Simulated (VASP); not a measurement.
# MgS (F-43m) in VASP: settings compared

The runs below take MgS through band structure, with PBE, LDA.

All numbers are computed with VASP 6.6.1; they aren't measurements. Logs are shortened: lines on timing, memory, paths and dates and some standing lists are left out, and cuts for length are marked.

## (1) Starting point

It takes space group F-43m (No. 216, cubic). The conventional cell has a = 5.666 Å, b = 5.666 Å, c = 5.666 Å, α = 90.00°, β = 90.00°, γ = 90.00°. Around S (site symmetry -43m) lie 4 Mg at 2.45 Å. Mg (site symmetry -43m) has 4 S at 2.45 Å as nearest neighbours.

The cell comes from a database or a generator and needn't be the stable form of this composition.

## (2) Band structure, PBE

Contents of INCAR:

```
SYSTEM = MgS
PREC = Accurate ; ENCUT = 520
EDIFF = 1E-6 ; ISMEAR = 0
SIGMA = 0.02 ; LREAL = .False.
LASPH = .True. ; NELM = 80
ALGO = Normal ; ISIF = 2
LWAVE = .False. ; LCHARG = .False.
GGA = PE ; NBANDS = 11
```

Contents of KPOINTS:

```
Automatic mesh
0
Gamma
  8 8 8
  0 0 0
```

Contents of POSCAR:

```
MgS
1.0
    0.0000000000      2.8331200468      2.8331200468
    2.8331200468      0.0000000000      2.8331200468
    2.8331200468      2.8331200468      0.0000000000
S Mg
1 1
Direct
    0.2500000000      0.2500000000      0.2500000000
    0.0000000000      0.0000000000      0.0000000000
```

Contents of KPOINTS_OPT:

```
path GXWKGLUWLK,UX
10
line-mode
reciprocal
 0.0000000000  0.0000000000  0.0000000000  G
 0.5000000000  0.0000000000  0.5000000000  X

 0.5000000000  0.0000000000  0.5000000000  X
 0.5000000000  0.2500000000  0.7500000000  W

 0.5000000000  0.2500000000  0.7500000000  W
 0.3750000000  0.3750000000  0.7500000000  K

 0.3750000000  0.3750000000  0.7500000000  K
 0.0000000000  0.0000000000  0.0000000000  G

 0.0000000000  0.0000000000  0.0000000000  G
 0.5000000000  0.5000000000  0.5000000000  L

 0.5000000000  0.5000000000  0.5000000000  L
 0.6250000000  0.2500000000  0.6250000000  U

 0.6250000000  0.2500000000  0.6250000000  U
 0.5000000000  0.2500000000  0.7500000000  W

 0.5000000000  0.2500000000  0.7500000000  W
 0.5000000000  0.5000000000  0.5000000000  L

 0.5000000000  0.5000000000  0.5000000000  L
 0.3750000000  0.3750000000  0.7500000000  K

 0.6250000000  0.2500000000  0.6250000000  U
 0.5000000000  0.0000000000  0.5000000000  X
```

Potentials or basis: VASP PAW PBE potentials, release 64 (S, Mg).

Run with:

```console
$ cat potpaw_PBE.64/S/POTCAR potpaw_PBE.64/Mg/POTCAR > POTCAR
$ mpirun -np 1 vasp_std > vasp.out
```

OUTCAR:

```text
SYSTEM = MgS
   PREC = Accurate
   ENCUT = 520
   EDIFF = 1E-6
   ISMEAR = 0
   LREAL = .False.
   LASPH = .True.
   NELM = 80
   ISIF = 2
   GGA = PE

 ion  position               nearest neighbor table
   1  0.250  0.250  0.250-   2 2.45   2 2.45   2 2.45   2 2.45
   2  0.000  0.000  0.000-   1 2.45   1 2.45   1 2.45   1 2.45

  LATTYP: Found a face centered cubic cell.
 ALAT       =     5.6662400936

  Lattice vectors:

 A1 = (   0.0000000000,   2.8331200468,   2.8331200468)
 A2 = (   2.8331200468,   0.0000000000,   2.8331200468)
 A3 = (   2.8331200468,   2.8331200468,   0.0000000000)

Analysis of symmetry for initial positions (statically):
=====================================================================
 Subroutine PRICEL returns:
 Original cell was already a primitive cell.

 Routine SETGRP: Setting up the symmetry group for a
 face centered cubic supercell.

 Subroutine GETGRP returns: Found 24 space group operations
 (whereof 24 operations were pure point group operations)
 out of a pool of 48 trial point group operations.

The static configuration has the point symmetry T_d .

Analysis of symmetry for dynamics (positions and initial velocities):
=====================================================================
 Subroutine PRICEL returns:
 Original cell was already a primitive cell.

 Routine SETGRP: Setting up the symmetry group for a
 face centered cubic supercell.

 Subroutine GETGRP returns: Found 24 space group operations
 (whereof 24 operations were pure point group operations)
 out of a pool of 48 trial point group operations.

The dynamic configuration has the point symmetry T_d .

 Subroutine INISYM returns: Found 24 space group operations
 (whereof 24 operations are pure point group operations),
 and found     1 'primitive' translations

----------------------------------------------------------------------------------------

                                     Primitive cell

  volume of cell :      45.4805

  direct lattice vectors                    reciprocal lattice vectors
     0.000000000  2.833120047  2.833120047    -0.176483874  0.176483874  0.176483874
     2.833120047  0.000000000  2.833120047     0.176483874 -0.176483874  0.176483874
     2.833120047  2.833120047  0.000000000     0.176483874  0.176483874 -0.176483874

  length of vectors
     4.006636794  4.006636794  4.006636794     0.305679036  0.305679036  0.305679036

  position of ions in fractional coordinates (direct lattice)
     0.250000000  0.250000000  0.250000000
     0.000000000  0.000000000  0.000000000

  ion indices of the primitive-cell ions
   primitive index   ion index
                 1           1
                 2           2

----------------------------------------------------------------------------------------

 KPOINTS: Automatic mesh

Automatic generation of k-mesh.
 Grid dimensions read from file:
 generate k-points for:    8    8    8

 Generating k-lattice:

  Cartesian coordinates                     Fractional coordinates (reciprocal lattice)
    -0.022060484  0.022060484  0.022060484     0.125000000  0.000000000  0.000000000
     0.022060484 -0.022060484  0.022060484     0.000000000  0.125000000  0.000000000
     0.022060484  0.022060484 -0.022060484     0.000000000  0.000000000  0.125000000

  Length of vectors
     0.038209879  0.038209879  0.038209879

  Shift w.r.t. Gamma in fractional coordinates (k-lattice)
     0.000000000  0.000000000  0.000000000

 Subroutine IBZKPT returns following result:
 ===========================================

 Found     29 irreducible k-points:

 Following reciprocal coordinates:
            Coordinates               Weight
  0.000000  0.000000  0.000000      1.000000
  0.125000  0.000000  0.000000      8.000000
  0.250000  0.000000  0.000000      8.000000
  0.375000  0.000000  0.000000      8.000000
  0.500000  0.000000  0.000000      4.000000
  0.125000  0.125000  0.000000      6.000000
[... 16 lines left out ...]
  0.500000  0.250000  0.125000     48.000000
 -0.375000  0.250000  0.125000     24.000000
 [... further k-points ...]
   k-points           NKPTS =     29   k-points in BZ     NKDIM =     29   number of bands    NBANDS=     11
   number of dos      NEDOS =    301   number of ions     NIONS =      2
   total plane-waves  NPLWV =  27000
   dimension x,y,z NGX =    30 NGY =   30 NGZ =   30
   dimension x,y,z NGXF=    60 NGYF=   60 NGZF=   60
   ions per type =               1   1
   NGX,Y,Z   is equivalent  to a cutoff of  12.45, 12.45, 12.45 a.u.
   NGXF,Y,Z  is equivalent  to a cutoff of  24.90, 24.90, 24.90 a.u.
 SYSTEM =  MgS
   PREC   = accura    normal or accurate (medium, high low for compatibility)
   ISTART =      0    job   : 0-new  1-cont  2-samecut
   ICHARG =      2    charge: 1-file 2-atom 10-const
   ISPIN  =      1    spin polarized calculation?
   LNONCOLLINEAR =      F non collinear calculations
   LSORBIT =      F    spin-orbit coupling
   LASPH  =      T    aspherical Exc in radial PAW
   ENCUT  =  520.0 eV  38.22 Ry    6.18 a.u.   7.45  7.45  7.45*2*pi/ulx,y,z
   NELM   =     80;   NELMIN=  2; NELMDL= -5     # of ELM steps
   EDIFF  = 0.1E-05   stopping-criterion for ELM
   LREAL  =      F    real-space projection
   EDIFFG = 0.1E-04   stopping-criterion for IOM
   NSW    =      0    number of steps for IOM
   IBRION =     -1    ionic relax: 0-MD 1-quasi-New 2-CG
   NFREE  =      0    steps in history (QN), initial steepest desc. (CG)
   ISIF   =      2    stress and relaxation
   ISYM   =      2    0-nonsym 1-usesym 2-fastsym
   POTIM  = 0.5000    time-step for ionic-motion
   TEBEG  =    0.0;   TEEND  =   0.0 temperature during run
   PSTRESS=    0.0 pullay stress
   NELECT =       8.0000    total number of electrons
   NUPDOWN=      -1.0000    fix difference up-down
   EMIN   =  10.00;   EMAX   =-10.00  energy-range for DOS
   EFERMI =   0.00;   METHOD = LEGACY
   ISMEAR =     0;   SIGMA  =   0.02  broadening in eV -4-tet -1-fermi 0-gaus
   EFERMI_NEDOS =   21; number of points for ismear=-14 and -15
   IALGO  =     38    algorithm
   IMIX   =      4    mixing-type and parameters
     AMIX     =   0.40;   BMIX     =  1.00
     AMIX_MAG =   1.60;   BMIX_MAG =  1.00
  volume/ion in A,a.u.               =      22.74       153.46
  Fermi-wavevector in a.u.,A,eV,Ry     =   0.917269  1.733386 11.447692  0.841382
  Thomas-Fermi vector in A             =   2.042218
   LORBIT       =      0    0 simple, 1 ext, 2 COOP (PROOUT), +10 PAW based schemes
   GGA     = PE    functional components
   LHFCALC =     F    Hartree Fock is set to
   AEXX    =    0.0000 exact exchange contribution
   IVDW    =     0    specifies the selected vdW correction
   LEPSILON=     F    determine dielectric tensor
   LRPA    =     F    only Hartree local field effects (RPA)
 non-spin polarized calculation
 Gauss-broadening in eV      SIGMA  =   0.02
  energy-cutoff  :      520.00
  volume of cell :       45.48
 maximum number of plane-waves:      1243
 NGX is ok and might be reduce to    30
   NGX = 15   NGY = 15   NGZ = 15

 number of electron       8.0000001 magnetization

 Free energy of the ion-electron system (eV)
  ---------------------------------------------------
  ext. energy  EPLUGINS =         0.00000000
  ---------------------------------------------------
  free energy    TOTEN  =        -8.47125073 eV

  energy without entropy =       -8.47125073  energy(sigma->0) =       -8.47125073

 E-fermi :   1.1941     XC(G=0):  -8.3810

 val. band max:        1.0483369900   @ k =   0.0000   0.0000   0.0000
 cond. band min:       4.4947732102   @ k =   0.0000   0.0000   0.0000
 fundamental gap:      3.4464362202
 Fermi energy:         1.1940780588

 k-point     1 :       0.0000    0.0000    0.0000
  band No.  band energies     occupation
      1     -10.2111      2.00000
      2       1.0483      2.00000
      3       1.0483      2.00000
      4       1.0483      2.00000
      5       4.4948      0.00000
      6       8.9923      0.00000
      7       8.9923      0.00000
      8       8.9923      0.00000
      9      11.8746      0.00000
     10      11.8746      0.00000
     11      14.7528      0.00000

 k-point     2 :       0.1250    0.0000    0.0000
  band No.  band energies     occupation
      1     -10.1242      2.00000
      2       0.3702      2.00000
      3       0.9953      2.00000
      4       0.9953      2.00000
      5       5.1537      0.00000
      6       8.8019      0.00000
      7       9.1692      0.00000
      8       9.1692      0.00000
      9      11.4184      0.00000
     10      11.4184      0.00000
     11      14.1586      0.00000

 k-point     3 :       0.2500    0.0000    0.0000
  band No.  band energies     occupation
      1      -9.8994      2.00000
      2      -0.7970      2.00000
      3       0.8756      2.00000
      4       0.8756      2.00000
      5       6.0087      0.00000
      6       8.8313      0.00000
      7       9.2068      0.00000
      8       9.2068      0.00000
      9      11.4699      0.00000
     10      11.4699      0.00000
     11      13.2937      0.00000
[... 267 lines left out ...]
 k-point    23 :       0.5000    0.2500    0.1250
  band No.  band energies     occupation
      1      -9.5169      2.00000
      2      -1.5025      2.00000
      3      -0.1379      2.00000
      4       0.4987      2.00000
      5       7.0296      0.00000
      6       7.8139      0.00000
      7       8.9450      0.00000
      8      10.0983      0.00000
      9      11.9012      0.00000
     10      14.5276      0.00000
     11      15.0745      0.00000

 k-point    24 :      -0.3750    0.2500    0.1250
  band No.  band energies     occupation
      1      -9.4243      2.00000
      2      -1.7179      2.00000
      3      -0.2417      2.00000
      4       0.4049      2.00000
      5       7.1064      0.00000
      6       7.5353      0.00000
      7       9.7725      0.00000
      8       9.9089      0.00000
      9      12.4336      0.00000
     10      13.8762      0.00000
     11      15.2090      0.00000

 [... further k-points ...]

------------------------ aborting loop because EDIFF is reached ----------------------------------------

  FORCE on cell =-STRESS in cart. coord.  units (eV):
  Direction    XX          YY          ZZ          XY          YZ          ZX
  --------------------------------------------------------------------------------------
  -------------------------------------------------------------------------------------
  Total        0.2247315      0.2247315      0.2247315     -0.0000000     -0.0000000     -0.0000000
  in kB        7.9167998      7.9167998      7.9167998     -0.0000000     -0.0000000     -0.0000000
  external PRESSURE =       7.9167998 kB  Pullay stress =       0.0000000 kB

 VOLUME and BASIS-vectors are now :
 -----------------------------------------------------------------------------
  energy-cutoff  :      520.00
  volume of cell :       45.48
      direct lattice vectors                 reciprocal lattice vectors
     0.000000000  2.833120047  2.833120047    -0.176483874  0.176483874  0.176483874
     2.833120047  0.000000000  2.833120047     0.176483874 -0.176483874  0.176483874
     2.833120047  2.833120047  0.000000000     0.176483874  0.176483874 -0.176483874

 POSITION                                       TOTAL-FORCE (eV/Angst)
 -----------------------------------------------------------------------------------
      1.41656      1.41656      1.41656         0.000000      0.000000      0.000000
      0.00000      0.00000      0.00000        -0.000000     -0.000000     -0.000000
 -----------------------------------------------------------------------------------
    total drift:                                0.000000      0.000000      0.000000

  FREE ENERGIE OF THE ION-ELECTRON SYSTEM (eV)
  ---------------------------------------------------
  free  energy   TOTEN  =        -8.4712507265 eV

  energy  without entropy=       -8.4712507265  energy(sigma->0) =       -8.47125073
```

Wall time 18 s (1 thread of Intel Xeon 6975P-C (Granite Rapids), shared host); peak memory 0.17 GiB.

What came out:

```yaml
Free_energy: -8.4713 eV
Pressure: 0.8 GPa
Band_gap_on_the_k_mesh: 3.45 eV, direct
Band_gap_along_the_path: 3.45 eV, direct
```

Levels at the corners of the path, in eV from the valence-band top:
```tsv
point	band 2	band 3	band 4	band 5	band 6	band 7
Γ	0.00	0.00	0.00	3.45	7.94	7.94
X	-2.80	-1.03	-1.03	3.89	5.65	11.14
X	-2.80	-1.03	-1.03	3.89	5.65	11.14
W	-2.29	-1.82	-1.32	5.53	7.90	8.20
W	-2.29	-1.82	-1.32	5.53	7.90	8.20
K	-2.48	-1.86	-0.81	4.84	6.97	9.56
K	-2.48	-1.86	-0.81	4.84	6.97	9.56
Γ	0.00	0.00	0.00	3.45	7.94	7.94
Γ	0.00	0.00	0.00	3.45	7.94	7.94
L	-3.12	-0.33	-0.33	5.11	7.64	7.64
L	-3.12	-0.33	-0.33	5.11	7.64	7.64
U	-2.48	-1.86	-0.81	4.84	6.97	9.56
U	-2.48	-1.86	-0.81	4.84	6.97	9.56
W	-2.29	-1.82	-1.32	5.53	7.90	8.20
W	-2.29	-1.82	-1.32	5.53	7.90	8.20
L	-3.12	-0.33	-0.33	5.11	7.64	7.64
L	-3.12	-0.33	-0.33	5.11	7.64	7.64
K	-2.48	-1.86	-0.81	4.84	6.97	9.56
U	-2.48	-1.86	-0.81	4.84	6.97	9.56
X	-2.80	-1.03	-1.03	3.89	5.65	11.14
```

Expect the measured gap to be larger: semilocal functionals such as PBE lack the derivative discontinuity.

## (3) Band structure, LDA

Changes to INCAR since step 2:

```diff
@@ -7,2 +7,2 @@
 LWAVE = .False. ; LCHARG = .False.
-GGA = PE ; NBANDS = 11
+NBANDS = 11
```

KPOINTS is that of step 2.

POSCAR is that of step 2.

KPOINTS_OPT is that of step 2.

Potentials or basis: VASP PAW LDA potentials, release 64 (S, Mg).

Run with:

```console
$ cat potpaw_LDA.64/S/POTCAR potpaw_LDA.64/Mg/POTCAR > POTCAR
$ mpirun -np 1 vasp_std > vasp.out
```

Run time: 15 s. Hardware: 1 thread of Intel Xeon 6975P-C (Granite Rapids), shared host; peak memory 0.16 GiB.

The run converged. Its results:

| Item | Value |
| --- | --- |
| Free energy | -9.3781 eV |
| Pressure | -2.5 GPa |
| Band gap on the k mesh | 3.18 eV, direct |
| Band gap along the path | 3.18 eV, direct |

Levels at the corners of the path, in eV from the valence-band top:
| point | band 1 | band 2 | band 3 | band 4 | band 5 | band 6 | band 7 | band 8 | band 9 |
| --- | --- | --- | --- | --- | --- | --- | --- | --- | --- |
| Γ | -11.23 | 0.00 | 0.00 | 0.00 | 3.18 | 7.76 | 7.76 | 7.76 | 10.74 |
| X | -10.31 | -2.88 | -1.06 | -1.06 | 3.66 | 5.43 | 10.86 | 11.99 | 11.99 |
| X | -10.31 | -2.88 | -1.06 | -1.06 | 3.66 | 5.43 | 10.86 | 11.99 | 11.99 |
| W | -10.30 | -2.35 | -1.88 | -1.37 | 5.34 | 7.72 | 7.99 | 8.31 | 12.32 |
| W | -10.30 | -2.35 | -1.88 | -1.37 | 5.34 | 7.72 | 7.99 | 8.31 | 12.32 |
| K | -10.32 | -2.54 | -1.93 | -0.83 | 4.62 | 6.78 | 9.36 | 9.98 | 10.68 |
| K | -10.32 | -2.54 | -1.93 | -0.83 | 4.62 | 6.78 | 9.36 | 9.98 | 10.68 |
| Γ | -11.23 | 0.00 | 0.00 | 0.00 | 3.18 | 7.76 | 7.76 | 7.76 | 10.74 |
| Γ | -11.23 | 0.00 | 0.00 | 0.00 | 3.18 | 7.76 | 7.76 | 7.76 | 10.74 |
| L | -10.53 | -3.20 | -0.33 | -0.33 | 4.86 | 7.46 | 7.46 | 8.36 | 12.54 |
| L | -10.53 | -3.20 | -0.33 | -0.33 | 4.86 | 7.46 | 7.46 | 8.36 | 12.54 |
| U | -10.32 | -2.54 | -1.93 | -0.83 | 4.62 | 6.78 | 9.36 | 9.98 | 10.68 |
| U | -10.32 | -2.54 | -1.93 | -0.83 | 4.62 | 6.78 | 9.36 | 9.98 | 10.68 |
| W | -10.30 | -2.35 | -1.88 | -1.37 | 5.34 | 7.72 | 7.99 | 8.31 | 12.32 |
| W | -10.30 | -2.35 | -1.88 | -1.37 | 5.34 | 7.72 | 7.99 | 8.31 | 12.32 |
| L | -10.53 | -3.20 | -0.33 | -0.33 | 4.86 | 7.46 | 7.46 | 8.36 | 12.54 |
| L | -10.53 | -3.20 | -0.33 | -0.33 | 4.86 | 7.46 | 7.46 | 8.36 | 12.54 |
| K | -10.32 | -2.54 | -1.93 | -0.83 | 4.62 | 6.78 | 9.36 | 9.98 | 10.68 |
| U | -10.32 | -2.54 | -1.93 | -0.83 | 4.62 | 6.78 | 9.36 | 9.98 | 10.68 |
| X | -10.31 | -2.88 | -1.06 | -1.06 | 3.66 | 5.43 | 10.86 | 11.99 | 11.99 |
